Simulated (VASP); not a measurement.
# ZrSe2 (P-3m1) in VASP: settings compared

The runs below take ZrSe2 through band structure, with LDA, r2SCAN, PBE, TB-mBJ.

Program: VASP 6.6.1. These are calculated values, not measurements. Logs are shortened: lines on timing, memory, paths and dates and some standing lists are left out, and cuts for length are marked.

**The experiment to reproduce.**

From “Stress-Tuned Optical Transitions in Layered 1T-MX2 (M= Hf, Zr, Sn; X= S, Se) Crystals”, 2022, arxiv:2210.12074, for a bulk crystal of ZrSe2: band gap 1.2 eV (indirect).

The results are compared with them further down.

**1. The structure**

Symmetry: P-3m1, No. 164, trigonal system. The conventional cell has a = 3.739 Å, b = 3.739 Å, c = 6.032 Å, α = 90.00°, β = 90.00°, γ = 120.00°. Zr (site symmetry -3m) has 6 Se at 2.69 Å as nearest neighbours. Se (site symmetry 3m) has 3 Zr at 2.69 Å as nearest neighbours.

**2. Band structure, LDA**

Input file INCAR:

```
PREC = Accurate
ENCUT = 520
EDIFF = 1E-7
ISMEAR = 0
SIGMA = 0.03
LREAL = False
LASPH = True
NELM = 80
ALGO = Fast
ISIF = 2
LWAVE = False
LCHARG = False
LMAXMIX = 4
NBANDS = 19
KPAR = 2
```

Input file KPOINTS:

```
regular mesh
0
Gamma
  9 9 5
```

Input file POSCAR:

```
ZrSe2                                   
1.0
    3.7385421888      0.0000000000     -0.0000000000
   -1.8692710944      3.2376725087      0.0000000000
    0.0000000000     -0.0000000000      6.0321894018
  Zr              Se            
     1     2
Direct
     0.0000000000000000    0.0000000000000000    0.0000000000000000
     0.3333333332999970    0.6666666667000030    0.2650002634785272
     0.6666666667000030    0.3333333332999970    0.7349997365214729
```

Input file KPOINTS_OPT:

```
explicit points
168
Reciprocal
 0.0000000000  0.0000000000  0.0000000000 1
 0.0555555556  0.0000000000  0.0000000000 1
 0.1111111111  0.0000000000  0.0000000000 1
 0.1666666667  0.0000000000  0.0000000000 1
 0.2222222222  0.0000000000  0.0000000000 1
 0.2777777778  0.0000000000  0.0000000000 1
[... 160 lines left out ...]
 0.5000000000  0.0000000000  0.0344920600 1
 0.5000000000  0.0000000000 -0.0344920600 1
```

Potentials or basis: VASP PAW LDA potentials, release 64 (Zr_sv, Se).

Run with:

```
> cat potpaw_LDA.64/Zr_sv/POTCAR potpaw_LDA.64/Se/POTCAR > POTCAR
> mpirun -np 2 vasp_std > vasp.out
```

OUTCAR:

```text
PREC = Accurate
   ENCUT = 520
   EDIFF = 1E-7
   ISMEAR = 0
   LREAL = False
   LASPH = True
   NELM = 80
   ISIF = 2

 ion  position               nearest neighbor table
   1  0.000  0.000  0.000-   2 2.69   3 2.69   3 2.69   2 2.69   3 2.69   2 2.69
   2  0.333  0.667  0.265-   1 2.69   1 2.69   1 2.69
   3  0.667  0.333  0.735-   1 2.69   1 2.69   1 2.69

  LATTYP: Found a hexagonal cell.
 ALAT       =     3.7385421888
 C/A-ratio  =     1.6135137969

  Lattice vectors:

 A1 = (   3.7385421888,   0.0000000000,   0.0000000000)
 A2 = (  -1.8692710944,   3.2376725087,   0.0000000000)
 A3 = (   0.0000000000,   0.0000000000,   6.0321894018)

Analysis of symmetry for initial positions (statically):
=====================================================================
 Subroutine PRICEL returns:
 Original cell was already a primitive cell.

 Routine SETGRP: Setting up the symmetry group for a
 hexagonal supercell.

 Subroutine GETGRP returns: Found 12 space group operations
 (whereof 12 operations were pure point group operations)
 out of a pool of 24 trial point group operations.

The static configuration has the point symmetry D_3d.

Analysis of symmetry for dynamics (positions and initial velocities):
=====================================================================
 Subroutine PRICEL returns:
 Original cell was already a primitive cell.

 Routine SETGRP: Setting up the symmetry group for a
 hexagonal supercell.

 Subroutine GETGRP returns: Found 12 space group operations
 (whereof 12 operations were pure point group operations)
 out of a pool of 24 trial point group operations.

The dynamic configuration has the point symmetry D_3d.

 Subroutine INISYM returns: Found 12 space group operations
 (whereof 12 operations are pure point group operations),
 and found     1 'primitive' translations

----------------------------------------------------------------------------------------

                                     Primitive cell

  volume of cell :      73.0147

  direct lattice vectors                    reciprocal lattice vectors
     3.738542189  0.000000000  0.000000000     0.267483941  0.154431926  0.000000000
    -1.869271094  3.237672509  0.000000000     0.000000000  0.308863851  0.000000000
     0.000000000  0.000000000  6.032189402     0.000000000  0.000000000  0.165777288

  length of vectors
     3.738542189  3.738542189  6.032189402     0.308863851  0.308863851  0.165777288

  position of ions in fractional coordinates (direct lattice)
     0.000000000  0.000000000  0.000000000
     0.333333333  0.666666667  0.265000263
     0.666666667  0.333333333  0.734999737

  ion indices of the primitive-cell ions
   primitive index   ion index
                 1           1
                 2           2
                 3           3

----------------------------------------------------------------------------------------

 KPOINTS: regular mesh

Automatic generation of k-mesh.
 Grid dimensions read from file:
 generate k-points for:    9    9    5

 Generating k-lattice:

  Cartesian coordinates                     Fractional coordinates (reciprocal lattice)
     0.029720438  0.017159103  0.000000000     0.111111111  0.000000000  0.000000000
     0.000000000  0.034318206  0.000000000     0.000000000  0.111111111  0.000000000
     0.000000000  0.000000000  0.033155458     0.000000000  0.000000000  0.200000000

  Length of vectors
     0.034318206  0.034318206  0.033155458

  Shift w.r.t. Gamma in fractional coordinates (k-lattice)
     0.000000000  0.000000000  0.000000000

 Subroutine IBZKPT returns following result:
 ===========================================

 Found     50 irreducible k-points:

 Following reciprocal coordinates:
            Coordinates               Weight
  0.000000  0.000000  0.000000      1.000000
  0.111111  0.000000  0.000000      6.000000
  0.222222  0.000000  0.000000      6.000000
  0.333333  0.000000  0.000000      6.000000
  0.444444  0.000000  0.000000      6.000000
  0.111111  0.111111  0.000000      6.000000
[... 16 lines left out ...]
  0.222222  0.111111  0.200000     12.000000
 -0.111111  0.333333  0.200000     12.000000
 [... further k-points ...]
   k-points           NKPTS =     50   k-points in BZ     NKDIM =     50   number of bands    NBANDS=     19
   number of dos      NEDOS =    301   number of ions     NIONS =      3
   total plane-waves  NPLWV =  37632
   dimension x,y,z NGX =    28 NGY =   28 NGZ =   48
   dimension x,y,z NGXF=    56 NGYF=   56 NGZF=   96
   ions per type =               1   2
   NGX,Y,Z   is equivalent  to a cutoff of  12.45, 12.45, 13.23 a.u.
   NGXF,Y,Z  is equivalent  to a cutoff of  24.90, 24.90, 26.46 a.u.
 SYSTEM =  unknown system
   PREC   = accura    normal or accurate (medium, high low for compatibility)
   ISTART =      0    job   : 0-new  1-cont  2-samecut
   ICHARG =      2    charge: 1-file 2-atom 10-const
   ISPIN  =      1    spin polarized calculation?
   LNONCOLLINEAR =      F non collinear calculations
   LSORBIT =      F    spin-orbit coupling
   LASPH  =      T    aspherical Exc in radial PAW
   ENCUT  =  520.0 eV  38.22 Ry    6.18 a.u.   6.95  6.95 11.22*2*pi/ulx,y,z
   NELM   =     80;   NELMIN=  2; NELMDL= -5     # of ELM steps
   EDIFF  = 0.1E-06   stopping-criterion for ELM
   LREAL  =      F    real-space projection
   EDIFFG = 0.1E-05   stopping-criterion for IOM
   NSW    =      0    number of steps for IOM
   IBRION =     -1    ionic relax: 0-MD 1-quasi-New 2-CG
   NFREE  =      0    steps in history (QN), initial steepest desc. (CG)
   ISIF   =      2    stress and relaxation
   ISYM   =      2    0-nonsym 1-usesym 2-fastsym
   POTIM  = 0.5000    time-step for ionic-motion
   TEBEG  =    0.0;   TEEND  =   0.0 temperature during run
   PSTRESS=    0.0 pullay stress
   NELECT =      24.0000    total number of electrons
   NUPDOWN=      -1.0000    fix difference up-down
   EMIN   =  10.00;   EMAX   =-10.00  energy-range for DOS
   EFERMI =   0.00;   METHOD = LEGACY
   ISMEAR =     0;   SIGMA  =   0.03  broadening in eV -4-tet -1-fermi 0-gaus
   EFERMI_NEDOS =   21; number of points for ismear=-14 and -15
   IALGO  =     68    algorithm
   IMIX   =      4    mixing-type and parameters
     AMIX     =   0.40;   BMIX     =  1.00
     AMIX_MAG =   1.60;   BMIX_MAG =  1.00
  volume/ion in A,a.u.               =      24.34       164.24
  Fermi-wavevector in a.u.,A,eV,Ry     =   1.129818  2.135047 17.367686  1.276489
  Thomas-Fermi vector in A             =   2.266513
   LORBIT       =      0    0 simple, 1 ext, 2 COOP (PROOUT), +10 PAW based schemes
   GGA     = CA    functional components
   LHFCALC =     F    Hartree Fock is set to
   AEXX    =    0.0000 exact exchange contribution
   IVDW    =     0    specifies the selected vdW correction
   LEPSILON=     F    determine dielectric tensor
   LRPA    =     F    only Hartree local field effects (RPA)
 non-spin polarized calculation
 RMM-DIIS sequential band-by-band and
 Gauss-broadening in eV      SIGMA  =   0.03
  energy-cutoff  :      520.00
  volume of cell :       73.01
 maximum number of plane-waves:      1981
   NGX = 13   NGY = 13   NGZ = 23

 number of electron      24.0000001 magnetization

 Free energy of the ion-electron system (eV)
  ---------------------------------------------------
  ext. energy  EPLUGINS =         0.00000000
  ---------------------------------------------------
  free energy    TOTEN  =       -21.63593222 eV

  energy without entropy =      -21.63577026  energy(sigma->0) =      -21.63585124

 E-fermi :   4.9188     XC(G=0): -10.0775

 val. band max:        4.8609078136   @ k =   0.0000   0.0000   0.0000
 cond. band min:       4.9392378581   @ k =   0.0000   0.4444   0.4000
 fundamental gap:      0.0783300446
 Fermi energy:         4.9187583418

 k-point     1 :       0.0000    0.0000    0.0000
  band No.  band energies     occupation
      1     -44.3228      2.00000
      2     -22.5348      2.00000
      3     -22.4153      2.00000
      4     -22.4153      2.00000
      5      -8.6199      2.00000
      6      -7.2096      2.00000
[... 11 lines left out ...]
     18       9.4708      0.00000
     19       9.7128      0.00000

 k-point     2 :       0.1111    0.0000    0.0000
  band No.  band energies     occupation
      1     -44.3210      2.00000
      2     -22.5287      2.00000
      3     -22.4411      2.00000
      4     -22.4208      2.00000
      5      -8.5021      2.00000
      6      -7.2198      2.00000
[... 11 lines left out ...]
     18      10.2136      0.00000
     19      10.7173      0.00000

 k-point     3 :       0.2222    0.0000    0.0000
  band No.  band energies     occupation
      1     -44.3165      2.00000
      2     -22.5150      2.00000
      3     -22.5039      2.00000
      4     -22.4348      2.00000
      5      -8.1859      2.00000
      6      -7.2459      2.00000
[... 11 lines left out ...]
     18      11.4626      0.00000
     19      11.9948      0.00000

 k-point     4 :       0.3333    0.0000    0.0000
  band No.  band energies     occupation
      1     -44.3114      2.00000
      2     -22.5786      2.00000
      3     -22.4949      2.00000
      4     -22.4506      2.00000
      5      -7.7885      2.00000
      6      -7.2727      2.00000
[... 407 lines left out ...]
     18      11.6287      0.00000
     19      11.9121      0.00000

 k-point    23 :       0.2222    0.1111    0.2000
  band No.  band energies     occupation
      1     -44.3130      2.00000
      2     -22.5471      2.00000
      3     -22.5015      2.00000
      4     -22.4530      2.00000
      5      -7.8346      2.00000
      6      -7.3711      2.00000
[... 11 lines left out ...]
     18      12.0469      0.00000
     19      13.2184      0.00000

 k-point    24 :      -0.1111    0.3333    0.2000
  band No.  band energies     occupation
      1     -44.3130      2.00000
      2     -22.5471      2.00000
      3     -22.5015      2.00000
      4     -22.4530      2.00000
      5      -7.8954      2.00000
      6      -7.2921      2.00000
[... 11 lines left out ...]
     18      11.5777      0.00000
     19      11.9160      0.00000

 [... further k-points ...]

------------------------ aborting loop because EDIFF is reached ----------------------------------------

  FORCE on cell =-STRESS in cart. coord.  units (eV):
  Direction    XX          YY          ZZ          XY          YZ          ZX
  --------------------------------------------------------------------------------------
  -------------------------------------------------------------------------------------
  Total       -1.2092600     -1.2092600     -1.2198498      0.0000000     -0.0000000      0.0000000
  in kB      -26.5350615    -26.5350615    -26.7674361      0.0000000     -0.0000000      0.0000000
  external PRESSURE =     -26.6125197 kB  Pullay stress =       0.0000000 kB

 VOLUME and BASIS-vectors are now :
 -----------------------------------------------------------------------------
  energy-cutoff  :      520.00
  volume of cell :       73.01
      direct lattice vectors                 reciprocal lattice vectors
     3.738542189  0.000000000  0.000000000     0.267483941  0.154431926  0.000000000
    -1.869271094  3.237672509  0.000000000     0.000000000  0.308863851  0.000000000
     0.000000000  0.000000000  6.032189402     0.000000000  0.000000000  0.165777288

 POSITION                                       TOTAL-FORCE (eV/Angst)
 -----------------------------------------------------------------------------------
      0.00000      0.00000      0.00000        -0.000000      0.000000      0.000000
     -0.00000      2.15845      1.59853         0.000000     -0.000000     -0.306483
      1.86927      1.07922      4.43366        -0.000000      0.000000      0.306483
 -----------------------------------------------------------------------------------
    total drift:                               -0.000000      0.000000      0.000000

  FREE ENERGIE OF THE ION-ELECTRON SYSTEM (eV)
  ---------------------------------------------------
  free  energy   TOTEN  =       -21.6359322161 eV

  energy  without entropy=      -21.6357702603  energy(sigma->0) =      -21.63585124
```

It took 68 s on 2 MPI ranks of Intel Xeon Platinum 8488C (Sapphire Rapids), shared host; peak memory 0.22 GiB.

Results:

```yaml
Free_energy: -21.6359 eV
Pressure: -2.7 GPa
Largest_force: 0.306 eV/Å
Band_gap_along_the_path: none (metal or under the smearing width)
```

Forces in eV/Å, atoms in the order of the input:
```
Zr   0.000  0.000  0.000
Se   0.000  0.000 -0.306
Se   0.000  0.000  0.306
```

Levels at the corners of the path, in eV from the Fermi level:
| point | band 9 | band 10 | band 11 | band 12 | band 13 | band 14 | band 15 | band 16 |
| --- | --- | --- | --- | --- | --- | --- | --- | --- |
| Γ | -2.72 | -0.06 | -0.06 | 0.05 | 0.91 | 0.91 | 1.19 | 3.98 |
| M | -2.96 | -2.54 | -2.49 | -1.52 | 0.23 | 2.49 | 2.90 | 4.59 |
| M | -2.96 | -2.54 | -2.49 | -1.52 | 0.23 | 2.49 | 2.90 | 4.59 |
| K | -3.85 | -2.52 | -2.52 | -1.86 | 1.68 | 2.50 | 2.50 | 3.90 |
| K | -3.85 | -2.52 | -2.52 | -1.86 | 1.68 | 2.50 | 2.50 | 3.90 |
| Γ | -2.72 | -0.06 | -0.06 | 0.05 | 0.91 | 0.91 | 1.19 | 3.98 |
| Γ | -2.72 | -0.06 | -0.06 | 0.05 | 0.91 | 0.91 | 1.19 | 3.98 |
| A | -2.64 | -2.58 | -0.33 | -0.33 | 0.87 | 0.87 | 1.69 | 4.56 |
| A | -2.64 | -2.58 | -0.33 | -0.33 | 0.87 | 0.87 | 1.69 | 4.56 |
| L | -2.83 | -2.79 | -1.01 | -1.00 | -0.02 | 2.48 | 2.88 | 4.17 |
| L | -2.83 | -2.79 | -1.01 | -1.00 | -0.02 | 2.48 | 2.88 | 4.17 |
| H | -3.47 | -2.79 | -2.17 | -2.17 | 1.74 | 1.90 | 1.90 | 4.96 |
| H | -3.47 | -2.79 | -2.17 | -2.17 | 1.74 | 1.90 | 1.90 | 4.96 |
| A | -2.64 | -2.58 | -0.33 | -0.33 | 0.87 | 0.87 | 1.69 | 4.56 |
| L | -2.83 | -2.79 | -1.01 | -1.00 | -0.02 | 2.48 | 2.88 | 4.17 |
| M | -2.96 | -2.54 | -2.49 | -1.52 | 0.23 | 2.49 | 2.90 | 4.59 |
| K | -3.85 | -2.52 | -2.52 | -1.86 | 1.68 | 2.50 | 2.50 | 3.90 |
| H | -3.47 | -2.79 | -2.17 | -2.17 | 1.74 | 1.90 | 1.90 | 4.96 |

**3. Band structure, r2SCAN**

INCAR, as its differences from that of step 2:

```diff
@@ -8,3 +8,3 @@
 NELM = 80
-ALGO = Fast
+ALGO = Normal
 ISIF = 2
@@ -13,2 +13,4 @@
 LMAXMIX = 4
+METAGGA = R2SCAN
+LMIXTAU = True
 NBANDS = 19
```

KPOINTS is that of step 2.

POSCAR is that of step 2.

KPOINTS_OPT is that of step 2.

Potentials or basis: VASP PAW PBE potentials, release 64 (Zr_sv, Se).

Run with:

```
> cat potpaw_PBE.64/Zr_sv/POTCAR potpaw_PBE.64/Se/POTCAR > POTCAR
> mpirun -np 2 vasp_std > vasp.out
```

Wall time 4 min (2 MPI ranks of Intel Xeon Platinum 8488C (Sapphire Rapids), shared host); peak memory 0.25 GiB.

Results (log left out):

| Item | Value |
| --- | --- |
| Free energy | -56.0497 eV |
| Pressure | 2.4 GPa |
| Largest force | 0.223 eV/Å |
| Band gap on the k mesh | 0.35 eV, indirect (least direct gap 1.23 eV) |
| Band gap along the path | 0.31 eV, indirect (least direct gap 1.23 eV) |

Forces in eV/Å, atoms in the order of the input:
```
Zr   0.000  0.000  0.000
Se   0.000  0.000 -0.223
Se   0.000  0.000  0.223
```

Stress tensor (GPa, compression positive):
```
2.77 0.00 0.00
0.00 2.77 0.00
0.00 0.00 1.52
```

Levels at the corners of the path, in eV from the valence-band top:
```
point  band 9  band 10  band 11  band 12  band 13  band 14  band 15  band 16
    Γ   -2.87    -0.13    -0.13     0.00     1.23     1.23     1.56     4.24
    M   -3.01    -2.69    -2.59    -1.62     0.54     2.85     3.31     5.01
    M   -3.01    -2.69    -2.59    -1.62     0.54     2.85     3.31     5.01
    K   -3.96    -2.60    -2.60    -1.96     2.06     2.83     2.83     4.22
    K   -3.96    -2.60    -2.60    -1.96     2.06     2.83     2.83     4.22
    Γ   -2.87    -0.13    -0.13     0.00     1.23     1.23     1.56     4.24
    Γ   -2.87    -0.13    -0.13     0.00     1.23     1.23     1.56     4.24
    A   -2.79    -2.59    -0.40    -0.40     1.19     1.19     2.11     4.81
    A   -2.79    -2.59    -0.40    -0.40     1.19     1.19     2.11     4.81
    L   -2.97    -2.89    -1.11    -1.09     0.31     2.84     3.28     4.45
    L   -2.97    -2.89    -1.11    -1.09     0.31     2.84     3.28     4.45
    H   -3.54    -2.86    -2.29    -2.29     2.12     2.29     2.29     5.22
    H   -3.54    -2.86    -2.29    -2.29     2.12     2.29     2.29     5.22
    A   -2.79    -2.59    -0.40    -0.40     1.19     1.19     2.11     4.81
    L   -2.97    -2.89    -1.11    -1.09     0.31     2.84     3.28     4.45
    M   -3.01    -2.69    -2.59    -1.62     0.54     2.85     3.31     5.01
    K   -3.96    -2.60    -2.60    -1.96     2.06     2.83     2.83     4.22
    H   -3.54    -2.86    -2.29    -2.29     2.12     2.29     2.29     5.22
```

Caveat: the PAW data sets were made with another functional, which shifts forces and pressure a little.

**4. Band structure, PBE, spin-orbit coupling, no magnetisation**

Input file INCAR:

```
PREC = Accurate
ENCUT = 520
EDIFF = 1E-7
ISMEAR = 0
SIGMA = 0.03
LREAL = False
LASPH = True
NELM = 80
ALGO = Fast
ISIF = 2
LWAVE = False
LCHARG = False
MAGMOM = 0 0 0 0 0 0 0 0 0
LORBIT = 11
LSORBIT = True
GGA_COMPAT = False
LMAXMIX = 4
GGA = PE
NBANDS = 37
KPAR = 2
```

Input file KPOINTS:

```
regular mesh
0
Gamma
  6 6 3
```

POSCAR is that of step 3.

KPOINTS_OPT is that of step 3.

Run with:

```
> cat potpaw_PBE.64/Zr_sv/POTCAR potpaw_PBE.64/Se/POTCAR > POTCAR
> mpirun -np 2 vasp_ncl > vasp.out
```

Wall time 4.7 min (2 MPI ranks of Intel Xeon Platinum 8488C (Sapphire Rapids), shared host); peak memory 0.37 GiB.

It converged, with:

- Free energy: -19.6158 eV
- Pressure: 2.9 GPa
- Largest force: 0.008 eV/Å
- Valence electrons inside the program's atomic spheres: Zr 9.66; Se 3.89

Forces on the atoms (eV/Å):
```
Zr   0.000  0.000  0.000
Se   0.000  0.000 -0.008
Se   0.000  0.000  0.008
```

Stress tensor (GPa, compression positive):
```
2.95 0.00 0.00
0.00 2.95 0.00
0.00 0.00 2.72
```

(Part 1 of 2 ends here.)
